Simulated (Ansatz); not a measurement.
# Fe (hcp)

Level of theory: DFT, HSE06, scalar-relativistic, collinear spin; plane waves to 420 eV with PAW datasets (Ansatz 0.2.0), 10×10×6 k-mesh, Gaussian smearing of 0.05 eV; PAW files: Ansatz's generated set soft_2.

```
Fe
1.0
     2.61572    0.00000    0.00000
    -1.30786    2.26528    0.00000
     0.00000    0.00000    4.43639
Fe
2
Cartesian
  0.0000 1.5102 3.3273
  1.3079 0.7551 1.1091
```

At room temperature and ambient pressure Fe is bcc.

Magnetic state: ferromagnetic, site spin moments Fe 3.24 μB.

At this volume the pressure is -0.05 GPa.

Path: Γ–M–K–Γ–A–L–H–A | L–M | H–K, with Γ = (0.000, 0.000, 0.000), M = (0.500, 0.000, 0.000), K = (0.333, 0.333, 0.000), A = (0.000, 0.000, 0.500), L = (0.500, 0.000, 0.500), H = (0.333, 0.333, 0.500) in reciprocal vectors of the calculation's cell.

Question: Is it a metal or an insulator, and if it has a gap, where are the band edges on this path?

Answer: A metal: bands cross the Fermi level.

Bands as a text map, energy in eV from the Fermi level (dashes), each leg drawn with the same width, + spin up, o spin down, # both:
```
  5.57 |   +   o            +        +         
  5.14 |     o    +o +        o  o             
  4.71 | o++o o                 +       oo++   
  4.29 |##ooooo +oo##oo      o         ooo  +++
  3.86 |    o  oo +    ooo  o      ooooooo   oo
  3.43 |   ooo ++     oo  ooo  +  o  oo oo  o++
  3.00 |oo   o   ooooo     ooooo o   ooo       
  2.57 | o#   #o  oo          o o o   o   ooo  
  2.14 |  oo++ #o oo      o   +ooo     o#+o  oo
  1.71 |oo  oo    oooo             o   + o o   
  1.29 |oooo  o oo ooooooo          o +     ooo
  0.86 | o  oo#ooo o     o  ++   + o + ooo    o
  0.43 |         oo+                  o      o 
  0.00 |-+o-++o-----------o-o--------o++-+--o--
 -0.43 |   ooo             o o    o   oo#o     
 -0.86 |         +            o  o         o   
 -1.29 |#oo    oo oo#o     +   ooo        o ooo
 -1.71 |oo o oo  o ooooo oooooo o oo oooo oo   
 -2.14 |  ooo    oo  +ooo      o    o oo o oo  
 -2.57 |   +oooooo                +     oo  ooo
 -3.00 |   oooooo o       +   o  o     ooo    o
 -3.43 |  o   #+ +    +     ##++++   ##+  +++  
 -3.86 |++++##+++ +++    + ++     ++ ++###   ++
 -4.29 | o+++ +++#+o ++++++o +     ++  + +   ++
 -4.71 |#++++++   ++#+++   ++ ++     ++ ++ ++  
 -5.14 |++++  +++++++#+++ +  ++ ++# + +   +++++
 -5.57 |+++#++++++++++#+++o    ++++++  ++++++++
 -6.00 | ++     ++ +     ++    + +++   +   ++++
        Γ   M   K   Γ   A   L   H   AL   MH   K
```

Open d and f shells can converge to several self-consistent states; this is the one that the run reached. Pressures of hybrids are less tightly converged. For a metal under a hybrid functional this mesh is coarse. Site moments are of spin, integrated over atomic spheres. No antiparallel order was tried.
